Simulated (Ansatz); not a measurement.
Here is an Ansatz 0.2.0 calculation.

File input.yaml:

```yaml
crystal:
  lattice:
    - [5.5663060538, 0.0, 0.0]
    - [-2.7831530269, 4.8205624479, 0.0]
    - [0.0, 0.0, 9.25847896]
  atoms:
    - { symbol: Cs, position: [0.6666666667, 0.3333333333, 0.75] }
    - { symbol: Cs, position: [0.3333333333, 0.6666666667, 0.25] }
hamiltonian:
  xc: pbesol
  pseudopotentials: { kind: paw_fr }
magnetization:
  noncollinear: true
  spin_orbit: true
kpoints:
  mp_grid: { grid: [6, 6, 3] }
  band_path:
    path:
      - [[0.0, 0.0, 0.0], [0.5, 0.0, 0.0], [0.3333333333, 0.3333333333, 0.0], [0.0, 0.0, 0.0], [0.0, 0.0, 0.5], [0.5, 0.0, 0.5], [0.3333333333, 0.3333333333, 0.5], [0.0, 0.0, 0.5]]
      - [[0.5, 0.0, 0.5], [0.5, 0.0, 0.0]]
      - [[0.3333333333, 0.3333333333, 0.0], [0.3333333333, 0.3333333333, 0.5]]
    npoints: 14
scf:
  occupations: { method: fermi_dirac, width: 0.05 }
  n_extra_bands: 6
output:
  forces: true
  stress: true
  eigenvalues: true
  fatbands: false
```

Potentials or basis: Ansatz PAW.

Run with:

```sh
$ ansatz run input.yaml --threads 2 --pin off --max-ram 5632MiB --backend cpu --events-out ev --progress --plain --runs-dir out
```

Problem. Estimate the pressure.

Solution. -0.2 GPa.

Problem. Predict the band gap on the k mesh.

Solution. None (metal or under the smearing width).

Stress tensor (GPa, compression positive):
```
-0.17  0.00  0.00
 0.00 -0.17  0.00
 0.00  0.00 -0.25
```

Caveat: the PAW data sets come from PBE, with cores solved anew for the run's functional, which leaves a small shift of forces and pressure.
